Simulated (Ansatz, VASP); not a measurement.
# Two plane-wave programs on Mg

The input INCAR:

```
  ALGO = Normal
  EDIFF = 1E-7
  ENCUT = 520
  GGA = PE
  ISIF = 2
  ISMEAR = 0
  LASPH = T
  LCHARG = F
  LREAL = F
  LWAVE = F
  NBANDS = 7
  NELM = 60
  PREC = Accurate
  SIGMA = 0.05
```

Contents of KPOINTS:

```
k-points
0
Gamma
  8 8 8
```

File POSCAR:

```
Mg
1.0
   -1.7875875591      1.7875875591      1.7875875591
    1.7875875591     -1.7875875591      1.7875875591
    1.7875875591      1.7875875591     -1.7875875591
Mg
1
Direct
    0.0000000000      0.0000000000      0.0000000000
```

Input for Ansatz:

```yaml
crystal:
  lattice:
    - [-1.7875875591, 1.7875875591, 1.7875875591]
    - [1.7875875591, -1.7875875591, 1.7875875591]
    - [1.7875875591, 1.7875875591, -1.7875875591]
  atoms:
    - { symbol: Mg, position: [0.0, 0.0, 0.0] }
basis:
  ecutwfc: 600
  ecutrho_ratio: 5
kpoints:
  mp_grid: { grid: [8, 8, 8] }
hamiltonian:
  xc: pbe
scf:
  occupations: { method: gaussian, width: 0.05 }
output:
  forces: true
  stress: true
  eigenvalues: true
```

Alike in both runs: task single point; functional PBE; k mesh 8 × 8 × 8; occupations gaussian, width 0.05 eV; no spin polarisation.

|  | VASP | Ansatz |
| --- | --- | --- |
| version | VASP 6.6.1 | Ansatz 0.2.0 |
| potentials or method | VASP PAW PBE potentials, release 64 (Mg) | scalar-relativistic, plane waves, PAW |
| plane-wave cutoff (eV) | 520 | 600 |
| valence electrons in the cell | 2 | 10 |

Ansatz gave:

```
gap on the k mesh at the Fermi level (eV) : none
pressure (GPa)                            : 0.0
```

Problem. What did VASP give for the same quantities?

Solution. gap on the k mesh at the Fermi level (eV): none; pressure (GPa): -0.1.

A gap of «none» marks a metal or a gap that the smearing closes. The functional is the same, so the differences come from potentials, cutoffs and numerics. The two sets of potentials don't hold the same shells in valence.
